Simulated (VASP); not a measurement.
# MgH2 (P4_2/mnm) in VASP: a series of runs, part 2 of 2

VASP 6.6.1.

### 3 Relaxation of cell and atoms, PBE

This run uses another cell than the first one, of 10.19 Å³/atom, 0.993 times its volume.

INCAR reads:

```
SYSTEM = MgH2
PREC = Accurate ; ENCUT = 600
EDIFF = 1E-7 ; ISMEAR = 0
SIGMA = 0.03 ; LREAL = .FALSE.
LASPH = .TRUE. ; NELM = 80
ALGO = Normal ; ISIF = 3
LWAVE = .FALSE. ; LCHARG = .FALSE.
GGA = PE ; IBRION = 2
NSW = 90 ; EDIFFG = -0.005
KPAR = 2
```

KPOINTS reads:

```
regular mesh
0
G
  6 6 10
  0 0 0
```

POSCAR reads:

```
MgH2                                    
1.0
    4.5088510140      0.0000000000      0.0000000000
   -0.0000000000      4.5088510140      0.0000000000
    0.0000000000      0.0000000000      3.0088248835
  Mg              H             
     2     4
Direct
     0.0000000000000000    1.0000000000000000    0.0000000000000000
     0.5000000000000000    0.5000000000000000    0.5000000000000000
     0.3044896492506010    0.3044896492506010    0.0000000000000000
     0.1955103507493990    0.8044896492506011    0.5000000000000000
     0.6955103507493989    0.6955103507493989    1.0000000000000000
     0.8044896492506011    0.1955103507493990    0.5000000000000000
```

Potentials or basis: VASP PAW PBE potentials, release 64 (Mg, H).

Launch:

```bash
> cat potpaw_PBE.64/Mg/POTCAR potpaw_PBE.64/H/POTCAR > POTCAR
> mpirun -np 2 vasp_std > vasp.out
```

Wall time 8.1 s (2 MPI ranks of Intel Xeon Platinum 8488C (Sapphire Rapids), shared host); peak memory 0.18 GiB.

Results (log left out):

| Quantity | Value |
| --- | --- |
| Free energy | -17.6549 eV |
| Pressure after relaxing | 0.1 GPa |
| Largest force after relaxing | 0.004 eV/Å |
| Band gap on the k mesh | 3.81 eV, indirect (least direct gap 4.56 eV) |

Forces in eV/Å, atoms in the order of the input:
```
Mg   0.000  0.000  0.000
Mg   0.000  0.000  0.000
H   -0.003 -0.003  0.000
H    0.003 -0.003  0.000
H    0.003  0.003  0.000
H   -0.003  0.003  0.000
```

Final structure:
```xyz
6
Lattice="4.5089 0.0000 0.0000 0.0000 4.5089 0.0000 0.0000 0.0000 3.0088" Properties=species:S:1:pos:R:3 pbc="T T T"
Mg    0.0000    0.0000    0.0000
Mg    2.2544    2.2544    1.5044
H     1.3729    1.3729    0.0000
H     0.8815    3.6273    1.5044
H     3.1360    3.1360    0.0000
H     3.6273    0.8815    1.5044
```

Levels at points of the mesh, in eV from the valence-band top:
```csv
k point,band 2,band 3,band 4,band 5,band 6,band 7
"(0.00, 0.00, 0.00)",-1.45,-1.45,-0.44,4.74,5.03,9.17
"(0.50, 0.00, 0.00)",-4.83,-0.51,-0.51,5.34,5.34,10.08
"(0.50, 0.50, 0.00)",-3.76,-2.73,-2.73,9.06,9.06,9.20
"(0.00, 0.00, 0.50)",-3.01,-0.08,-0.08,6.33,6.33,6.82
"(0.50, 0.00, 0.50)",-2.27,-1.07,-1.07,5.18,5.18,6.82
"(0.50, 0.50, 0.50)",-1.88,-0.94,-0.94,3.87,3.87,4.19
```

Caveat: the relaxation stopped at its first step, so nothing moved.

### 4 Relaxation of cell and atoms, PBEsol

INCAR reads:

```
SYSTEM = MgH2
PREC = Accurate ; ENCUT = 600
EDIFF = 1E-6 ; ISMEAR = 0
SIGMA = 0.03 ; LREAL = .False.
LASPH = .True. ; NELM = 80
ALGO = Normal ; ISIF = 3
LWAVE = .False. ; LCHARG = .False.
GGA = PS ; IBRION = 2
NSW = 90 ; EDIFFG = -0.01
KPAR = 4
```

KPOINTS reads:

```
regular mesh
0
Gamma
  6 6 10
  0 0 0
```

POSCAR reads:

```
MgH2
1.0
    4.5168000000      0.0000000000      0.0000000000
    0.0000000000      4.5168000000      0.0000000000
    0.0000000000      0.0000000000      3.0205000000
Mg H
2 4
Direct
    0.0000000000      0.0000000000      0.0000000000
    0.5000000000      0.5000000000      0.5000000000
    0.3060000000      0.3060000000      0.0000000000
    0.1940000000      0.8060000000      0.5000000000
    0.6940000000      0.6940000000      0.0000000000
    0.8060000000      0.1940000000      0.5000000000
```

Launch:

```bash
> cat potpaw_PBE.64/Mg/POTCAR potpaw_PBE.64/H/POTCAR > POTCAR
> mpirun -np 4 vasp_std > vasp.out
```

It took 21 s on 4 MPI ranks of Intel Xeon Platinum 8488C (Sapphire Rapids), shared host; peak memory 0.2 GiB.

It converged, with:

```
Free energy                            : -17.7417 eV
Relaxed volume                         : 10.02 Å³/atom
Relaxed cell                           : a = 4.473 Å, b = 4.473 Å, c = 3.005 Å, α = 90.00°, β = 90.00°, γ = 90.00°
Space group after relaxing (to 0.05 Å) : P4_2/mnm (No. 136)
Energy gained by relaxing              : 1.1 meV/atom
Ionic steps                            : 6
Pressure after relaxing                : 0.0 GPa
Band gap on the k mesh                 : 3.58 eV, indirect (least direct gap 4.41 eV)
```

Forces on the atoms (eV/Å):
```
Mg   0.000  0.000  0.000
Mg   0.000  0.000  0.000
H    0.002  0.002  0.000
H   -0.002  0.002  0.000
H   -0.002 -0.002  0.000
H    0.002 -0.002  0.000
```

Step by step:
| step | energy change (eV) | largest force (eV/Å) | pressure (GPa) | volume (Å³) |
| --- | --- | --- | --- | --- |
| 1 | 0.0000 | 0.0558 | -1.17 | 61.62 |
| 2 | -0.0043 | 0.0438 | -0.64 | 60.96 |
| 3 | -0.0063 | 0.0275 | 0.05 | 60.14 |
| 4 | -0.0063 | 0.0269 | 0.08 | 60.10 |
| 5 | -0.0066 | 0.0129 | 0.05 | 60.11 |
| 6 | -0.0068 | 0.0024 | 0.01 | 60.12 |

Final structure:
```cif
data_structure
_symmetry_space_group_name_H-M 'P 1'
_symmetry_Int_Tables_number 1
_cell_length_a 4.4732
_cell_length_b 4.4732
_cell_length_c 3.0045
_cell_angle_alpha 90.000
_cell_angle_beta 90.000
_cell_angle_gamma 90.000
_cell_volume 60.12
loop_
_atom_site_label
_atom_site_type_symbol
_atom_site_fract_x
_atom_site_fract_y
_atom_site_fract_z
_atom_site_occupancy
Mg1 Mg 0.00000 0.00000 0.00000 1
Mg2 Mg 0.50000 0.50000 0.50000 1
H1 H 0.30442 0.30442 0.00000 1
H2 H 0.19558 0.80442 0.50000 1
H3 H 0.69558 0.69558 0.00000 1
H4 H 0.80442 0.19558 0.50000 1
```

Levels at points of the mesh, in eV from the valence-band top:
```tsv
k point	band 1	band 2	band 3	band 4	band 5	band 6	band 7	band 8
(0.00, 0.00, 0.00)	-6.68	-1.52	-1.52	-0.46	4.40	4.97	9.09	9.09
(0.50, 0.00, 0.00)	-5.02	-5.02	-0.53	-0.53	5.14	5.14	9.97	9.97
(0.50, 0.50, 0.00)	-3.89	-3.89	-2.90	-2.90	9.03	9.03	9.14	9.14
(0.00, 0.00, 0.50)	-3.19	-3.19	-0.10	-0.10	6.24	6.24	6.58	6.58
(0.50, 0.00, 0.50)	-2.40	-2.40	-1.18	-1.18	5.01	5.01	6.66	6.66
(0.50, 0.50, 0.50)	-1.97	-1.97	-1.03	-1.03	3.68	3.68	3.87	3.87
```

Caveat: the PAW data sets were made with another functional, which shifts forces and pressure a little. A k mesh can miss the band edges.

### 5 Relaxation of cell and atoms, PBEsol

This run uses another cell than the first one, of 10.02 Å³/atom, 0.976 times its volume.

INCAR reads:

```
SYSTEM = MgH2
PREC = Accurate ; ENCUT = 600
EDIFF = 1E-7 ; ISMEAR = 0
SIGMA = 0.03 ; LREAL = .False.
LASPH = .True. ; NELM = 80
ALGO = Normal ; ISIF = 3
LWAVE = .False. ; LCHARG = .False.
GGA = PS ; IBRION = 2
NSW = 90 ; EDIFFG = -0.005
KPAR = 4
```

KPOINTS is that of step 4.

POSCAR reads:

```
MgH2                                    
1.0
    4.4732210778      0.0000000000      0.0000000000
   -0.0000000000      4.4732210778      0.0000000000
    0.0000000000      0.0000000000      3.0045388693
  Mg              H             
     2     4
Direct
     1.0000000000000000    0.0000000000000000    0.0000000000000000
     0.5000000000000000    0.5000000000000000    0.5000000000000000
     0.3044202687640060    0.3044202687640060    0.0000000000000000
     0.1955797312359940    0.8044202687640060    0.5000000000000000
     0.6955797312359940    0.6955797312359940    0.0000000000000000
     0.8044202687640060    0.1955797312359940    0.5000000000000000
```

Launch:

```bash
> cat potpaw_PBE.64/Mg/POTCAR potpaw_PBE.64/H/POTCAR > POTCAR
> mpirun -np 4 vasp_std > vasp.out
```

It took 10 s on 4 MPI ranks of Intel Xeon Platinum 8488C (Sapphire Rapids), shared host; peak memory 0.19 GiB.

It converged, with:

```
Free energy             : -17.7414 eV
Pressure after relaxing : 0.0 GPa
Band gap on the k mesh  : 3.58 eV, indirect (least direct gap 4.41 eV)
```

Forces in eV/Å, atoms in the order of the input:
```
Mg   0.000  0.000  0.000
Mg   0.000  0.000  0.000
H    0.002  0.002  0.000
H   -0.002  0.002  0.000
H   -0.002 -0.002  0.000
H    0.002 -0.002  0.000
```

Final structure:
```
CELL_PARAMETERS angstrom
4.47322 0.00000 0.00000
0.00000 4.47322 0.00000
0.00000 0.00000 3.00454
ATOMIC_POSITIONS crystal
Mg 0.00000 0.00000 0.00000
Mg 0.50000 0.50000 0.50000
H 0.30442 0.30442 0.00000
H 0.19558 0.80442 0.50000
H 0.69558 0.69558 0.00000
H 0.80442 0.19558 0.50000
```

Levels at points of the mesh, in eV from the valence-band top:
```tsv
k point	band 2	band 3	band 4	band 5	band 6	band 7
(0.00, 0.00, 0.00)	-1.52	-1.52	-0.46	4.40	4.97	9.09
(0.50, 0.00, 0.00)	-5.02	-0.53	-0.53	5.14	5.14	9.97
(0.50, 0.50, 0.00)	-3.89	-2.90	-2.90	9.03	9.03	9.14
(0.00, 0.00, 0.50)	-3.19	-0.10	-0.10	6.24	6.24	6.58
(0.50, 0.00, 0.50)	-2.40	-1.18	-1.18	5.01	5.01	6.66
(0.50, 0.50, 0.50)	-1.97	-1.03	-1.03	3.68	3.68	3.87
```

Caveat: the relaxation stopped at its first step, so nothing moved; the PAW data sets were made with another functional, which shifts forces and pressure a little.

### 6 Relaxation of cell and atoms, PBEsol

INCAR reads:

```
SYSTEM = MgH2
  PREC = Accurate
  ENCUT = 600
  EDIFF = 1E-6
  ISMEAR = 0
  SIGMA = 0.03
  LREAL = .FALSE.
  LASPH = .TRUE.
  NELM = 80
  ALGO = Normal
  ISIF = 3
  LWAVE = .FALSE.
  LCHARG = .FALSE.
  GGA = PS
  IBRION = 2
  NSW = 90
  EDIFFG = -0.01
  KPAR = 2
```

KPOINTS reads:

```
Automatic mesh
0
G
  6 6 10
  0 0 0
```

POSCAR reads:

```
MgH2
1.0
    4.5168000000      0.0000000000      0.0000000000
    0.0000000000      4.5168000000      0.0000000000
    0.0000000000      0.0000000000      3.0205000000
Mg H
2 4
Direct
    0.0000000000      0.0000000000      0.0000000000
    0.5000000000      0.5000000000      0.5000000000
    0.3060000000      0.3060000000      0.0000000000
    0.1940000000      0.8060000000      0.5000000000
    0.6940000000      0.6940000000      0.0000000000
    0.8060000000      0.1940000000      0.5000000000
```

Potentials or basis: VASP PAW PBE potentials, release 64 (Mg, H).

Launch:

```bash
> cat potpaw_PBE.64/Mg/POTCAR potpaw_PBE.64/H/POTCAR > POTCAR
> mpirun -np 2 vasp_std > vasp.out
```

Wall time 23 s (2 MPI ranks of AMD EPYC 9R45 (Zen 5), shared host); peak memory 0.17 GiB.

Results (log left out):

```
Free energy                            : -17.7417 eV
Relaxed volume                         : 10.02 Å³/atom
Relaxed cell                           : a = 4.473 Å, b = 4.473 Å, c = 3.005 Å, α = 90.00°, β = 90.00°, γ = 90.00°
Space group after relaxing (to 0.05 Å) : P4_2/mnm (No. 136)
Energy gained by relaxing              : 1.1 meV/atom
Ionic steps                            : 6
Pressure after relaxing                : 0.0 GPa
Band gap on the k mesh                 : 3.58 eV, indirect (least direct gap 4.41 eV)
```

Forces on the atoms (eV/Å):
```
Mg   0.000  0.000  0.000
Mg   0.000  0.000  0.000
H    0.002  0.002  0.000
H   -0.002  0.002  0.000
H   -0.002 -0.002  0.000
H    0.002 -0.002  0.000
```

Step by step:
| step | energy change (eV) | largest force (eV/Å) | pressure (GPa) | volume (Å³) |
| --- | --- | --- | --- | --- |
| 1 | 0.0000 | 0.0558 | -1.17 | 61.62 |
| 2 | -0.0043 | 0.0438 | -0.64 | 60.96 |
| 3 | -0.0063 | 0.0275 | 0.05 | 60.14 |
| 4 | -0.0063 | 0.0269 | 0.08 | 60.10 |
| 5 | -0.0066 | 0.0129 | 0.05 | 60.11 |
| 6 | -0.0068 | 0.0024 | 0.01 | 60.12 |

Final structure:
```
CELL_PARAMETERS angstrom
4.47322 0.00000 0.00000
0.00000 4.47322 0.00000
0.00000 0.00000 3.00454
ATOMIC_POSITIONS crystal
Mg 0.00000 0.00000 0.00000
Mg 0.50000 0.50000 0.50000
H 0.30442 0.30442 0.00000
H 0.19558 0.80442 0.50000
H 0.69558 0.69558 0.00000
H 0.80442 0.19558 0.50000
```

Levels at points of the mesh, in eV from the valence-band top:
| k point | band 1 | band 2 | band 3 | band 4 | band 5 | band 6 | band 7 | band 8 |
| --- | --- | --- | --- | --- | --- | --- | --- | --- |
| (0.00, 0.00, 0.00) | -6.68 | -1.52 | -1.52 | -0.46 | 4.40 | 4.97 | 9.09 | 9.09 |
| (0.50, 0.00, 0.00) | -5.02 | -5.02 | -0.53 | -0.53 | 5.14 | 5.14 | 9.97 | 9.97 |
| (0.50, 0.50, 0.00) | -3.89 | -3.89 | -2.90 | -2.90 | 9.03 | 9.03 | 9.14 | 9.14 |
| (0.00, 0.00, 0.50) | -3.19 | -3.19 | -0.10 | -0.10 | 6.24 | 6.24 | 6.58 | 6.58 |
| (0.50, 0.00, 0.50) | -2.40 | -2.40 | -1.18 | -1.18 | 5.01 | 5.01 | 6.66 | 6.66 |
| (0.50, 0.50, 0.50) | -1.97 | -1.97 | -1.03 | -1.03 | 3.68 | 3.68 | 3.87 | 3.87 |

Caveat: the PAW data sets were made with another functional, which shifts forces and pressure a little. A k mesh can miss the band edges.
